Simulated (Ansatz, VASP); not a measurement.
## Two plane-wave programs on SnSe

```xyz
2
Lattice="0.0000 2.9888 2.9888 2.9888 0.0000 2.9888 2.9888 2.9888 0.0000" Properties=species:S:1:pos:R:3 pbc="T T T"
Sn    0.0000    0.0000    0.0000
Se    2.9888    2.9888    2.9888
```

Measurements of this composition are mostly on another form, of space group No. 62.

Alike in both runs: functional PBE; dispersion D3(BJ); k mesh 10 × 10 × 10; occupations gaussian, width 0.02 eV; no spin polarisation.

Ansatz relaxed the structure, and its values are those at the end. VASP's run is a single point on that final structure, the one shown.

```csv
,VASP,Ansatz
version,VASP 6.6.1,Ansatz 0.2.0
potentials or method,"VASP PAW PBE potentials, release 64 (Sn_d, Se)","scalar-relativistic, plane waves, PAW"
plane-wave cutoff (eV),520,420
valence electrons in the cell,20,30
```

|  | VASP | Ansatz | Ansatz less VASP |
| --- | --- | --- | --- |
| gap on the k mesh at the Fermi level (eV) | 0.52 | 0.52 | 0.000 |
| least direct gap on the mesh (eV) | 0.64 | 0.64 | 0.000 |
| pressure (GPa) | 0.0 | 0.0 | +0.01 |

The two sets of potentials don't hold the same shells in valence. Ansatz warned: «relaxed_geometry_near_dispersion_switch».

Caveats: spin-orbit coupling is left out, which moves the levels of the heavy elements. A k mesh can miss the band edges.
